Why grey tin has no gap: seven questions on its levels

Grey tin has the diamond structure of silicon and germanium. Every atom has four neighbours and four electrons for the bonds, yet this crystal has no band gap. The table gives levels from a semilocal density-functional calculation, at seven points of reciprocal space.

Kohn-Sham levels of grey tin (Fd-3m, 2 atoms per cell), computed with ABINIT 10.8.3 using the r2SCAN functional and JTH PAW PBE v2.0 datasets, without spin polarisation or spin-orbit coupling. The fixed-cell run used a 4×4×4 k mesh, a plane-wave cutoff of 489.8 eV and Fermi-Dirac smearing of 0.05 eV. Energies are relative to the Fermi energy.

```
point a (reciprocal cell vector)  point b (reciprocal cell vector)  point c (reciprocal cell vector)  level point (row)  level under 4 (eV)  level under 3 (eV)  level under 2 (eV)  level under 1 (eV)  level over 1 (eV)  level over 2 (eV)
                          0.0000                            0.0000                            0.0000                  1              -0.323              -0.015              -0.015              -0.015              2.191              2.191
                          0.2500                            0.0000                            0.0000                  2             -10.615              -4.231              -0.827              -0.827              0.497              3.157
                          0.5000                            0.0000                            0.0000                  3              -9.498              -6.675              -1.317              -1.317              0.129              3.342
                          0.2500                            0.2500                            0.0000                  4             -10.385              -4.309              -1.825              -1.825              1.016              2.351
                         -0.2500                            0.2500                            0.0000                  5              -9.651              -5.864              -3.301              -1.386              1.691              4.108
                          0.5000                            0.5000                            0.0000                  6              -7.929              -7.929              -2.751              -2.751              0.876              0.876
                         -0.2500                            0.5000                            0.2500                  7              -7.863              -7.863              -3.345              -3.345              3.656              3.656
```

Energies are counted from the Fermi energy. The column "level under 1" holds the nearest level below it, and "level over 1" the nearest above. Point 1 is the zone centre, Γ. Point 3 is L, at the zone boundary along the direction of a bond, and point 6 is X, at the boundary along a cube edge.

1. Away from Γ, where would an added electron go first?

Among the listed points it would go to L, where the lowest empty level lies at 0.129 eV. The mesh has one further kind of point, which the table leaves out. At X the corresponding level is at 0.876 eV, so L is favoured by about 0.7 eV. Halfway from Γ to L, at point 2, the level stands at 0.497 eV. The band therefore rises from Γ and comes down again towards L, which makes L a valley of its own. With one point between Γ and L, the height of the barrier is known only roughly.

2. Does "level under 4" really fall by 10 eV from point 1 to point 2?

It does not, because the column changes bands between the two rows. The cell holds 28 electrons, including the inner d electrons, and these fill 14 bands with two electrons each. At points 2 to 7 the four levels under the Fermi energy are bands 11 to 14. At Γ three equal levels lie at −0.015 eV, just under the Fermi energy but only partly filled, and they are bands 13 to 15.

The columns at Γ thus start one band higher. The level at −0.323 eV is band 12, and its continuation at point 2 is the level at −4.231 eV, one column to the right. When a list is ordered by distance from the Fermi energy, the electrons have to be counted before a column is read as a band.

3. Why is there no gap at Γ, although "level over 1" is at 2.191 eV?

The two atoms of the cell combine their s orbitals into a bonding and an antibonding level. Their p orbitals form a bonding triplet, three levels that the cubic symmetry holds at one energy, with room for six electrons. Eight valence electrons have to be placed. In silicon and germanium the bonding s level takes two and the triplet six. The antibonding s level stays empty above them, and a gap separates filled from empty states.

In the table a single level lies 0.308 eV below the triplet at Γ. Theory identifies it as the antibonding s level, which in tin has sunk below the p levels. It now takes two electrons, and the count becomes

8 = 2 (bonding s) + 2 (antibonding s) + 4 (triplet, with room for 6)

The highest filled and the lowest empty state at Γ now belong to the same triplet, so no energy separates them. The level at 2.191 eV is merely the next one above this partly filled set. The run counts as a metal for this reason, though "zero-gap semimetal" describes the band order better.

4. Why does this happen in tin, and what would change in germanium?

Two well-known causes act together. Tin has longer bonds, so its s orbitals overlap less and the antibonding level is pushed up less. Tin also has a heavier nucleus, near which s electrons move fast, and relativity lowers their energy more than that of p electrons. In germanium both effects are weaker: the s level lies above the triplet, the triplet is full and a gap opens. That is the order in the real crystal. Semilocal functionals tend to put this s level too low, so a germanium run of this kind may show a much smaller gap or none.

The same idea helps with the first question. In standard band theory the lowest empty state at L has a larger share of s character than the one at X. Whatever lowers s levels therefore favours the L valley. This agrees with the order in the table, although the energies alone do not reveal the character of a state.

5. Why does the triplet lie at −0.015 eV and not exactly at zero?

The calculation smears the filling of levels around the Fermi energy, as a temperature would. A partly filled triplet then exchanges electrons with any other level close by, and the nearest one is at L. The Fermi energy settles where the electrons lost at Γ equal those gained at L. For a level at energy E and a smearing width w of 0.05 eV, the filled fraction is

f = 1 / (1 + exp(E/w))

For the triplet, E = −0.015 eV gives f = 0.574. Its six places hold 6 × 0.574 = 3.44 electrons, which is 0.56 short of four. Γ is one of the 64 points of the full mesh, so the loss per cell is

0.56 / 64 = 0.009 electrons

For L, E = 0.129 eV gives f = 0.070, or 0.14 electrons in a level with two places. Four of the 64 mesh points are equivalent to L, and the gain per cell is

4 × 0.14 / 64 = 0.009 electrons

The two amounts agree to about 2 per cent of the charge at L, which is as close as the rounded levels allow. The agreement supports the count of four electrons in the triplet. It does not test the functional, because the program places the Fermi energy by this very balance. Nor is the charge at L a carrier density of real tin, since it depends on the smearing and on how much of the zone each mesh point stands for.

The same formula tells what a narrower smearing would do. Once L is empty, the triplet must be exactly two thirds full, and f = 2/3 requires

E = −w ln 2

The triplet then lies below the Fermi energy by 0.7 of the width. At the set width this would be 0.035 eV, and the table shows less because L still draws charge. A narrower smearing is therefore expected first to leave the triplet slightly deeper while L empties, and after that the distance shrinks to zero together with the width. The value −0.015 eV thus reflects a setting of the calculation, and distances between levels are the better quantity to quote.

6. What would spin-orbit coupling change?

The calculation leaves this coupling out, and in an element as heavy as tin it matters. It splits the six places of the triplet into an upper group of four and a lower group of two. The average stays put, so the upper group rises by one third of the splitting. With a splitting of roughly 0.7 eV, a recalled value, the rise is about 0.2 eV.

The L level lies only 0.144 eV above the triplet. The coupling could therefore bring the upper group level with L or above it, and the table cannot decide which of the two is lower in real tin. The zero gap at Γ is safer. Of the four electrons in the triplet, two fill the lower group and two remain for the four upper places, so that filled and empty states still meet at one energy.

7. Which digits can be trusted?

The equalities are the firmest part, because symmetry imposes them. The triplet at Γ follows from the cubic symmetry. The pairs at X, where every printed level occurs twice, follow from the glide and screw operations of the diamond structure. A better functional would move these levels without separating them. Spin-orbit coupling splits the triplet at Γ, but by symmetry the pairs at X are expected to survive it.

The energies deserve less faith than their three decimals suggest. The cell was held fixed, and the run reports a pressure of about 2 GPa, from a cutoff that is short for stress. Compression is expected to raise the s-like levels at Γ and L against the triplet, so the 0.144 eV from the triplet to L is fragile. So is the distance of 0.308 eV between the s level and the triplet, which semilocal functionals also tend to exaggerate. "About 0.3 eV in this calculation" is a fair way to quote it. Besides, the functional was used with PAW datasets made for PBE, the k mesh is coarse, and the program warned that it had to raise very low densities to a floor. What these do to the levels was not tested. The order of L and X rests on a difference of about 0.7 eV and is much less exposed to such errors than the order of L and Γ.

The output below lists the bands recounted from the triplet and the filling estimate for Γ and L, which uses the set smearing width and has no adjustable constant.

Output of the analysis:

```
Bands recounted from the Gamma triplet in eV:
    row  band 14  band 15  direct separation  equal pairs of columns
    0.0        0        0                  0                       2
   0.25   -0.812    0.512              1.324                       1
    0.5   -1.302    0.144              1.446                       1
   0.25    -1.81    1.031              2.841                       1
  -0.25   -1.371    1.706              3.077                       0
    0.5   -2.736    0.891              3.627                       3
  -0.25    -3.33    3.671              7.001                       3
Triplet above the single level at Gamma (eV): 0.308
Next level above the triplet at Gamma (eV): 2.206
False step in the first column from Gamma to the next row (eV): -10.29
L level above the Gamma triplet (eV): 0.144
X level above the L level (eV): 0.747
Level halfway from Gamma to L above the L level (eV): 0.368
Filling of the Gamma triplet at the set smearing (percent): 57.44
Filling of the L level at the set smearing (percent): 7.044
Charge missing from the triplet (electrons per cell): 0.008646
Charge found at L (electrons per cell): 0.008805
Fermi energy above the triplet if L took no charge (eV): 0.03466
Rough rise of the upper triplet part by spin-orbit coupling (eV): 0.2333
```
